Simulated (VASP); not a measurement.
# ZnO (P6_3mc) in VASP: further runs

Aim: see how the results for ZnO move with the level of theory and the settings. Levels: LDA, PBE. Tasks: relaxation of cell and atoms.

Program: VASP 6.6.1. These are calculated values, not measurements. Logs are shortened: lines on timing, memory, paths and dates and some standing lists are left out, and cuts for length are marked.

### 1 Starting point

It takes space group P6_3mc (No. 186, hexagonal). Conventional cell: a = 3.194 Å, b = 3.194 Å, c = 5.164 Å, α = 90.00°, β = 90.00°, γ = 120.00°. Zn (site symmetry 3m) is surrounded by 4 O at 1.95 Å. O (site symmetry 3m) is surrounded by 4 Zn at 1.95 Å.

### 2 Relaxation of cell and atoms, LDA

File INCAR:

```
PREC     = Accurate       # precision mode
ENCUT    = 600            # plane-wave cutoff, eV
EDIFF    = 1E-7           # SCF threshold, eV
ISMEAR   = 0              # smearing method
SIGMA    = 0.03           # smearing width, eV
LREAL    = F              # projectors in reciprocal space
LASPH    = T              # aspherical terms in the spheres
NELM     = 80             # most SCF steps
ALGO     = Normal         # electronic algorithm
ISIF     = 3              # what is computed and relaxed
LWAVE    = F              # write WAVECAR
LCHARG   = F              # write CHGCAR
GGA      = CA             # functional
IBRION   = 2              # ionic algorithm
NSW      = 90             # ionic steps
EDIFFG   = -0.005         # ionic threshold
```

File KPOINTS:

```
regular mesh
0
Gamma
  9 9 5
```

File POSCAR:

```
ZnO                                     
1.0
    3.1939355967     -0.0000000000     -0.0000000000
   -1.5969677984      2.7660293622      0.0000000000
   -0.0000000000      0.0000000000      5.1636361180
  Zn              O             
     2     2
Direct
     0.3333333300000021    0.6666666699999979    0.5003505760007612
     0.6666666699999979    0.3333333300000021    0.0003505760007612
     0.6666666699999979    0.3333333300000021    0.3786594239992398
     0.3333333300000021    0.6666666699999979    0.8786594239992398
```

Potentials or basis: VASP PAW LDA potentials, release 64 (Zn, O).

Run with:

```
> cat potpaw_LDA.64/Zn/POTCAR potpaw_LDA.64/O/POTCAR > POTCAR
> mpirun -np 1 vasp_std > vasp.out
```

OUTCAR:

```text
PREC = Accurate
   ENCUT = 600
   EDIFF = 1E-7
   ISMEAR = 0
   LREAL = F
   LASPH = T
   NELM = 80
   ISIF = 3
   GGA = CA
   IBRION = 2
   NSW = 90
   EDIFFG = -0.005

 ion  position               nearest neighbor table
   1  0.333  0.667  0.500-   3 1.95   3 1.95   3 1.95   4 1.95
   2  0.667  0.333  0.000-   4 1.95   4 1.95   4 1.95   3 1.95
   3  0.667  0.333  0.379-   1 1.95   1 1.95   1 1.95   2 1.95
   4  0.333  0.667  0.879-   2 1.95   2 1.95   2 1.95   1 1.95

  LATTYP: Found a hexagonal cell.
 ALAT       =     3.1939355967
 C/A-ratio  =     1.6167001374

  Lattice vectors:

 A1 = (   3.1939355967,   0.0000000000,   0.0000000000)
 A2 = (  -1.5969677984,   2.7660293622,   0.0000000000)
 A3 = (   0.0000000000,   0.0000000000,   5.1636361180)

Analysis of symmetry for initial positions (statically):
=====================================================================
 Subroutine PRICEL returns:
 Original cell was already a primitive cell.

 Routine SETGRP: Setting up the symmetry group for a
 hexagonal supercell.

 Subroutine GETGRP returns: Found 12 space group operations
 (whereof  6 operations were pure point group operations)
 out of a pool of 24 trial point group operations.

The static configuration has the point symmetry C_3v.
 The point group associated with its full space group is C_6v.

Analysis of symmetry for dynamics (positions and initial velocities):
=====================================================================
 Subroutine PRICEL returns:
 Original cell was already a primitive cell.

 Routine SETGRP: Setting up the symmetry group for a
 hexagonal supercell.

 Subroutine GETGRP returns: Found 12 space group operations
 (whereof  6 operations were pure point group operations)
 out of a pool of 24 trial point group operations.

The dynamic configuration has the point symmetry C_3v.
 The point group associated with its full space group is C_6v.

 Subroutine INISYM returns: Found 12 space group operations
 (whereof  6 operations are pure point group operations),
 and found     1 'primitive' translations

----------------------------------------------------------------------------------------

                                     Primitive cell

  volume of cell :      45.6182

  direct lattice vectors                    reciprocal lattice vectors
     3.193935597  0.000000000  0.000000000     0.313093351  0.180764531  0.000000000
    -1.596967798  2.766029362  0.000000000     0.000000000  0.361529062  0.000000000
     0.000000000  0.000000000  5.163636118     0.000000000  0.000000000  0.193661981

  length of vectors
     3.193935597  3.193935594  5.163636118     0.361529061  0.361529062  0.193661981

  position of ions in fractional coordinates (direct lattice)
     0.333333330  0.666666670  0.500350576
     0.666666670  0.333333330  0.000350576
     0.666666670  0.333333330  0.378659424
     0.333333330  0.666666670  0.878659424

  ion indices of the primitive-cell ions
   primitive index   ion index
                 1           1
                 2           2
                 3           3
                 4           4

----------------------------------------------------------------------------------------

 KPOINTS: regular mesh

Automatic generation of k-mesh.
 Grid dimensions read from file:
 generate k-points for:    9    9    5

 Generating k-lattice:

  Cartesian coordinates                     Fractional coordinates (reciprocal lattice)
     0.034788150  0.020084948  0.000000000     0.111111111  0.000000000  0.000000000
     0.000000000  0.040169896  0.000000000     0.000000000  0.111111111  0.000000000
     0.000000000  0.000000000  0.038732396     0.000000000  0.000000000  0.200000000

  Length of vectors
     0.040169896  0.040169896  0.038732396

  Shift w.r.t. Gamma in fractional coordinates (k-lattice)
     0.000000000  0.000000000  0.000000000

 Subroutine IBZKPT returns following result:
 ===========================================

 Found     36 irreducible k-points:

 Following reciprocal coordinates:
            Coordinates               Weight
  0.000000  0.000000  0.000000      1.000000
  0.111111 -0.000000  0.000000      6.000000
  0.222222  0.000000  0.000000      6.000000
  0.333333 -0.000000  0.000000      6.000000
  0.444444  0.000000  0.000000      6.000000
  0.111111  0.111111  0.000000      6.000000
[... 16 lines left out ...]
  0.333333  0.222222  0.200000     24.000000
  0.333333  0.333333  0.200000      4.000000
 [... further k-points ...]
   k-points           NKPTS =     36   k-points in BZ     NKDIM =     36   number of bands    NBANDS=     22
   number of dos      NEDOS =    301   number of ions     NIONS =      4
   total plane-waves  NPLWV =  32928
   dimension x,y,z NGX =    28 NGY =   28 NGZ =   42
   dimension x,y,z NGXF=    56 NGYF=   56 NGZF=   84
   ions per type =               2   2
   NGX,Y,Z   is equivalent  to a cutoff of  14.57, 14.57, 13.52 a.u.
   NGXF,Y,Z  is equivalent  to a cutoff of  29.15, 29.15, 27.04 a.u.
 SYSTEM =  unknown system
   PREC   = accura    normal or accurate (medium, high low for compatibility)
   ISTART =      0    job   : 0-new  1-cont  2-samecut
   ICHARG =      2    charge: 1-file 2-atom 10-const
   ISPIN  =      1    spin polarized calculation?
   LNONCOLLINEAR =      F non collinear calculations
   LSORBIT =      F    spin-orbit coupling
   LASPH  =      T    aspherical Exc in radial PAW
   ENCUT  =  600.0 eV  44.10 Ry    6.64 a.u.   6.38  6.38 10.31*2*pi/ulx,y,z
   NELM   =     80;   NELMIN=  2; NELMDL= -5     # of ELM steps
   EDIFF  = 0.1E-06   stopping-criterion for ELM
   LREAL  =      F    real-space projection
   EDIFFG = -.5E-02   stopping-criterion for IOM
   NSW    =     90    number of steps for IOM
   IBRION =      2    ionic relax: 0-MD 1-quasi-New 2-CG
   NFREE  =      1    steps in history (QN), initial steepest desc. (CG)
   ISIF   =      3    stress and relaxation
   ISYM   =      2    0-nonsym 1-usesym 2-fastsym
   POTIM  = 0.5000    time-step for ionic-motion
   TEBEG  =    0.0;   TEEND  =   0.0 temperature during run
   PSTRESS=    0.0 pullay stress
   NELECT =      36.0000    total number of electrons
   NUPDOWN=      -1.0000    fix difference up-down
   EMIN   =  10.00;   EMAX   =-10.00  energy-range for DOS
   EFERMI =   0.00;   METHOD = LEGACY
   ISMEAR =     0;   SIGMA  =   0.03  broadening in eV -4-tet -1-fermi 0-gaus
   EFERMI_NEDOS =   21; number of points for ismear=-14 and -15
   IALGO  =     38    algorithm
   IMIX   =      4    mixing-type and parameters
     AMIX     =   0.40;   BMIX     =  1.00
     AMIX_MAG =   1.60;   BMIX_MAG =  1.00
  volume/ion in A,a.u.               =      11.40        76.96
  Fermi-wavevector in a.u.,A,eV,Ry     =   1.512851  2.858874 31.139899  2.288718
  Thomas-Fermi vector in A             =   2.622720
   LORBIT       =      0    0 simple, 1 ext, 2 COOP (PROOUT), +10 PAW based schemes
   GGA     = CA    functional components
   LHFCALC =     F    Hartree Fock is set to
   AEXX    =    0.0000 exact exchange contribution
   IVDW    =     0    specifies the selected vdW correction
   LEPSILON=     F    determine dielectric tensor
   LRPA    =     F    only Hartree local field effects (RPA)
 conjugate gradient relaxation of ions
 non-spin polarized calculation
 Gauss-broadening in eV      SIGMA  =   0.03
  energy-cutoff  :      600.00
  volume of cell :       45.62
 maximum number of plane-waves:      1533
 NGX is ok and might be reduce to    28
   NGX = 13   NGY = 13   NGZ = 21

 number of electron      35.9999998 magnetization

 Free energy of the ion-electron system (eV)
  ---------------------------------------------------
  ext. energy  EPLUGINS =         0.00000000
  ---------------------------------------------------
  free energy    TOTEN  =       -21.16321983 eV

  energy without entropy =      -21.16321983  energy(sigma->0) =      -21.16321983

 E-fermi :   1.4211     XC(G=0): -11.6905

 val. band max:        1.2858746603   @ k =   0.0000   0.0000   0.0000
 cond. band min:       2.0857035978   @ k =   0.0000   0.0000   0.0000
 fundamental gap:      0.7998289375
 Fermi energy:         1.4211480935

 k-point     1 :       0.0000    0.0000    0.0000
  band No.  band energies     occupation
      1     -16.8812      2.00000
      2     -16.0492      2.00000
      3      -4.7852      2.00000
      4      -4.7097      2.00000
      5      -4.7097      2.00000
      6      -4.6742      2.00000
[... 14 lines left out ...]
     21       9.4672      0.00000
     22      14.2210      0.00000

 k-point     2 :       0.1111   -0.0000    0.0000
  band No.  band energies     occupation
      1     -16.8035      2.00000
      2     -16.0142      2.00000
      3      -4.8068      2.00000
      4      -4.6701      2.00000
      5      -4.6683      2.00000
      6      -4.6297      2.00000
[... 14 lines left out ...]
     21       9.4517      0.00000
     22      13.0021      0.00000

 k-point     3 :       0.2222    0.0000    0.0000
  band No.  band energies     occupation
      1     -16.5953      2.00000
      2     -15.9301      2.00000
      3      -4.9816      2.00000
      4      -4.6271      2.00000
      5      -4.5720      2.00000
      6      -4.4868      2.00000
[... 14 lines left out ...]
     21       9.3828      0.00000
     22      11.2807      0.00000
[... 476 lines left out ...]
 k-point    23 :       0.3333    0.2222    0.2000
  band No.  band energies     occupation
      1     -15.9956      2.00000
      2     -15.8471      2.00000
      3      -4.8505      2.00000
      4      -4.6775      2.00000
      5      -4.4677      2.00000
      6      -4.2527      2.00000
[... 14 lines left out ...]
     21       9.4147      0.00000
     22      10.0344      0.00000

 k-point    24 :       0.3333    0.3333    0.2000
  band No.  band energies     occupation
      1     -15.8907      2.00000
      2     -15.8907      2.00000
      3      -4.7493      2.00000
      4      -4.5177      2.00000
      5      -4.5177      2.00000
      6      -4.1805      2.00000
[... 14 lines left out ...]
     21       9.1722      0.00000
     22       9.3573      0.00000

 [... further k-points ...]

------------------------ aborting loop because EDIFF is reached ----------------------------------------

  FORCE on cell =-STRESS in cart. coord.  units (eV):
  Direction    XX          YY          ZZ          XY          YZ          ZX
  --------------------------------------------------------------------------------------
  -------------------------------------------------------------------------------------
  Total       -0.0002339     -0.0002339      0.0185735      0.0000000      0.0000000      0.0000000
  in kB       -0.0082163     -0.0082163      0.6523268      0.0000000      0.0000000      0.0000000
  external PRESSURE =       0.2119647 kB  Pullay stress =       0.0000000 kB

 VOLUME and BASIS-vectors are now :
 -----------------------------------------------------------------------------
  energy-cutoff  :      600.00
  volume of cell :       45.62
      direct lattice vectors                 reciprocal lattice vectors
     3.193935597  0.000000000  0.000000000     0.313093351  0.180764531  0.000000000
    -1.596967798  2.766029362  0.000000000     0.000000000  0.361529062  0.000000000
     0.000000000  0.000000000  5.163636118     0.000000000  0.000000000  0.193661981

 POSITION                                       TOTAL-FORCE (eV/Angst)
 -----------------------------------------------------------------------------------
     -0.00000      1.84402      2.58363        -0.000000     -0.000000     -0.003648
      1.59697      0.92201      0.00181         0.000000     -0.000000     -0.003648
      1.59697      0.92201      1.95526         0.000000      0.000000      0.003648
     -0.00000      1.84402      4.53708        -0.000000      0.000000      0.003648
 -----------------------------------------------------------------------------------
    total drift:                                0.000004     -0.000003     -0.001055

  FREE ENERGIE OF THE ION-ELECTRON SYSTEM (eV)
  ---------------------------------------------------
  free  energy   TOTEN  =       -21.1632198257 eV

  energy  without entropy=      -21.1632198257  energy(sigma->0) =      -21.16321983

 reached required accuracy - stopping structural energy minimisation
```

It took 33 s on 1 thread of Intel Xeon Platinum 8488C (Sapphire Rapids), shared host; peak memory 0.17 GiB.

Results:

| Quantity | Value |
| --- | --- |
| Free energy | -21.1632 eV |
| Pressure after relaxing | 0.0 GPa |
| Largest force after relaxing | 0.004 eV/Å |
| Band gap on the k mesh | 0.80 eV, direct |

Forces on the atoms (eV/Å):
```
Zn   0.000  0.000 -0.004
Zn   0.000  0.000 -0.004
O    0.000  0.000  0.004
O    0.000  0.000  0.004
```

Final structure:
```
CELL_PARAMETERS angstrom
3.19394 0.00000 0.00000
-1.59697 2.76603 0.00000
0.00000 0.00000 5.16364
ATOMIC_POSITIONS crystal
Zn 0.33333 0.66667 0.50035
Zn 0.66667 0.33333 0.00035
O 0.66667 0.33333 0.37866
O 0.33333 0.66667 0.87866
```

Levels at points of the mesh, in eV from the valence-band top:
| k point | band 15 | band 16 | band 17 | band 18 | band 19 | band 20 | band 21 | band 22 |
| --- | --- | --- | --- | --- | --- | --- | --- | --- |
| (0.00, 0.00, 0.00) | -0.85 | -0.10 | 0.00 | 0.00 | 0.80 | 5.27 | 8.18 | 12.94 |

Caveat: the relaxation stopped at its first step, so nothing moved.

### 3 Relaxation of cell and atoms, PBE

This run uses another cell than the first one, of 11.90 Å³/atom, 1.043 times its volume.

File INCAR:

```
SYSTEM = ZnO
PREC     = Accurate       ! precision mode
ENCUT    = 600            ! plane-wave cutoff, eV
EDIFF    = 1E-6           ! SCF threshold, eV
ISMEAR   = 0              ! smearing method
SIGMA    = 0.03           ! smearing width, eV
LREAL    = .False.        ! projectors in reciprocal space
LASPH    = .True.         ! aspherical terms in the spheres
NELM     = 80             ! most SCF steps
ALGO     = Normal         ! electronic algorithm
ISIF     = 3              ! what is computed and relaxed
LWAVE    = .False.        ! write WAVECAR
LCHARG   = .False.        ! write CHGCAR
GGA      = PE             ! functional
IBRION   = 2              ! ionic algorithm
NSW      = 90             ! ionic steps
EDIFFG   = -0.01          ! ionic threshold
```

File KPOINTS:

```
regular mesh
0
Gamma
  9 9 5
  0 0 0
```

File POSCAR:

```
ZnO
1.0
    3.2493080000      0.0000000000      0.0000000000
   -1.6246540000      2.8139832700      0.0000000000
    0.0000000000      0.0000000000      5.2057090000
Zn O
2 2
Direct
    0.3333333300      0.6666666700      0.5000000000
    0.6666666700      0.3333333300      0.0000000000
    0.6666666700      0.3333333300      0.3790100000
    0.3333333300      0.6666666700      0.8790100000
```

Potentials or basis: VASP PAW PBE potentials, release 64 (Zn, O).

Run with:

```
> cat potpaw_PBE.64/Zn/POTCAR potpaw_PBE.64/O/POTCAR > POTCAR
> mpirun -np 1 vasp_std > vasp.out
```

It took 11 min on 1 thread of AMD EPYC 7R43 (Zen 3), shared host; peak memory 0.16 GiB.

It converged, with:

```yaml
Free_energy: -17.8620 eV
Relaxed_volume: 12.39 Å³/atom
Relaxed_cell: a = 3.286 Å, b = 3.286 Å, c = 5.300 Å, α = 90.00°, β = 90.00°, γ = 120.00°
Space_group_after_relaxing_to_0.05_Å: P6_3mc (No. 186)
Energy_gained_by_relaxing: 8.9 meV/atom
Ionic_steps: 14
Pressure_after_relaxing: 0.1 GPa
Band_gap_on_the_k_mesh: 0.72 eV, direct
```

Forces on the atoms (eV/Å):
```
Zn   0.000  0.000  0.003
Zn   0.000  0.000  0.003
O    0.000  0.000 -0.003
O    0.000  0.000 -0.003
```

Step by step:
| step | energy change (eV) | largest force (eV/Å) | pressure (GPa) | volume (Å³) |
| --- | --- | --- | --- | --- |
| 1 | 0.0000 | 0.0741 | 5.83 | 47.60 |
| 2 | -0.0270 | 0.0268 | -2.61 | 50.64 |
| 3 | -0.0357 | 0.0011 | -0.01 | 49.59 |
| 4 | -0.0357 | 0.0022 | -0.06 | 49.63 |
| 5 | -0.0357 | 0.0108 | -0.01 | 49.62 |
| 6 | -0.0357 | 0.0152 | -0.10 | 49.62 |
| 7 | -0.0358 | 0.0116 | -0.01 | 49.57 |
| 8 | -0.0357 | 0.0100 | 0.08 | 49.54 |
| 9 | -0.0357 | 0.0103 | 0.14 | 49.54 |
| 10 | -0.0358 | 0.0109 | 0.11 | 49.56 |
| 11 | -0.0358 | 0.0125 | 0.00 | 49.56 |
| 12 | -0.0358 | 0.0103 | 0.12 | 49.56 |
| 13 | -0.0358 | 0.0121 | 0.06 | 49.56 |
| 14 | -0.0358 | 0.0025 | 0.06 | 49.57 |

Final structure:
```
Zn O
1.0
     3.28636    0.00000    0.00000
    -1.64318    2.84607    0.00000
     0.00000    0.00000    5.29982
Zn O
2 2
Direct
  0.33333 0.66667 0.49982
  0.66667 0.33333 0.99982
  0.66667 0.33333 0.37919
  0.33333 0.66667 0.87919
```

Levels at points of the mesh, in eV from the valence-band top:
| k point | band 14 | band 15 | band 16 | band 17 | band 18 | band 19 | band 20 | band 21 | band 22 |
| --- | --- | --- | --- | --- | --- | --- | --- | --- | --- |
| (0.00, 0.00, 0.00) | -0.75 | -0.75 | -0.08 | 0.00 | 0.00 | 0.72 | 5.07 | 8.06 | 12.69 |

### 4 Relaxation of cell and atoms, PBE

This run uses another cell than the first one, of 12.39 Å³/atom, 1.087 times its volume.

Changes to INCAR since step 3:

```diff
@@ -3,3 +3,3 @@
 ENCUT    = 600            ! plane-wave cutoff, eV
-EDIFF    = 1E-6           ! SCF threshold, eV
+EDIFF    = 1E-7           ! SCF threshold, eV
 ISMEAR   = 0              ! smearing method
@@ -16,2 +16,2 @@
 NSW      = 90             ! ionic steps
-EDIFFG   = -0.01          ! ionic threshold
+EDIFFG   = -0.005         ! ionic threshold
```

KPOINTS is that of step 3.

File POSCAR:

```
ZnO                                     
1.0
    3.2863600669      0.0000000000      0.0000000000
   -1.6431800334      2.8460713011      0.0000000000
    0.0000000000     -0.0000000000      5.2998173459
  Zn              O             
     2     2
Direct
     0.3333333300000021    0.6666666699999979    0.4998171911957628
     0.6666666699999979    0.3333333300000021    0.9998171911957626
     0.6666666699999979    0.3333333300000021    0.3791928088042381
     0.3333333300000021    0.6666666699999979    0.8791928088042383
```

Run with:

```
> cat potpaw_PBE.64/Zn/POTCAR potpaw_PBE.64/O/POTCAR > POTCAR
> mpirun -np 1 vasp_std > vasp.out
```

Run time: 2.7 min. Hardware: 1 thread of AMD EPYC 7R43 (Zen 3), shared host; peak memory 0.15 GiB.

Results (log left out):

```
Free energy                            : -17.8656 eV
Relaxed volume                         : 12.39 Å³/atom
Relaxed cell                           : a = 3.287 Å, b = 3.287 Å, c = 5.300 Å, α = 90.00°, β = 90.00°, γ = 120.00°
Space group after relaxing (to 0.05 Å) : P6_3mc (No. 186)
Energy gained by relaxing              : 0.0 meV/atom
Ionic steps                            : 3
Pressure after relaxing                : 0.0 GPa
Band gap on the k mesh                 : 0.72 eV, direct
```

Forces in eV/Å, atoms in the order of the input:
```
Zn   0.000  0.000  0.003
Zn   0.000  0.000  0.003
O    0.000  0.000 -0.003
O    0.000  0.000 -0.003
```

Final structure:
```
Zn O
1.0
     3.28650    0.00000    0.00000
    -1.64325    2.84619    0.00000
     0.00000    0.00000    5.30039
Zn O
2 2
Direct
  0.33333 0.66667 0.49983
  0.66667 0.33333 0.99983
  0.66667 0.33333 0.37918
  0.33333 0.66667 0.87918
```

Levels at points of the mesh, in eV from the valence-band top:
| k point | band 14 | band 15 | band 16 | band 17 | band 18 | band 19 | band 20 | band 21 | band 22 |
| --- | --- | --- | --- | --- | --- | --- | --- | --- | --- |
| (0.00, 0.00, 0.00) | -0.75 | -0.75 | -0.08 | 0.00 | 0.00 | 0.72 | 5.07 | 8.06 | 12.69 |
